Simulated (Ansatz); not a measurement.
# Gradients in In2O3 at several cell volumes

Reference cell: an entry of the Crystallography Open Database (COD), its atoms then relaxed with PBE in this cell.

Space group R-3c:H (No. 167); a = 5.4870, c = 14.5100 Å, γ = 120.00°.

```csv
site,Wyckoff,site symmetry,x,y,z
In,12c,3.,0.0000,0.0000,0.8579
O,18e,.2,0.9626,0.3333,0.0833
```

One atom of each set is listed; the run and its k-mesh use a cell of 10 atoms with edges of 5.78, 5.78, 5.78 Å.

Level of theory: DFT, PBE, plane waves and PAW, scalar-relativistic, 420 eV cutoff, Γ-centred 7×7×7 k-points, Fermi–Dirac smearing 0.02 eV (Ansatz 0.2.0).

The cell is scaled uniformly, and the ions relax again at each size.

V_zz in 10²¹ V/m²:

| V/V₀ | In V_zz (η) | O V_zz (η) |
| --- | --- | --- |
| 0.94 | 5.54 (0.00) | -3.97 (0.59) |
| 0.98 | 5.00 (0.00) | -4.26 (0.57) |
| 1.00 | 4.81 (0.00) | -4.41 (0.56) |
| 1.04 | 4.30 (0.00) | -4.66 (0.54) |
| 1.06 | 4.08 (0.00) | -4.77 (0.53) |

(1) One more run gives In 4.53 (0.00), O -4.53 (0.55). At which V/V₀ was it made?

At this cell the PBE pressure is 8 GPa, so with PBE the cell would grow if it were relaxed. Without spin–orbit coupling (the program notes it for In) the gradients are little affected as a rule: paired runs on crystals with a gap mostly move them by under 2 % at such atoms.

Results:

(1) V/V₀ = 1.02. In changes steadily, and interpolating it between the rows gives 1.022. Logarithmic slopes d ln|V_zz|/d ln V over the series: In -2.5, O 1.5. Point charges on a uniformly scaled lattice would give −1; atoms that shift within the cell as it changes, and charge that moves in the bonds, make the difference.
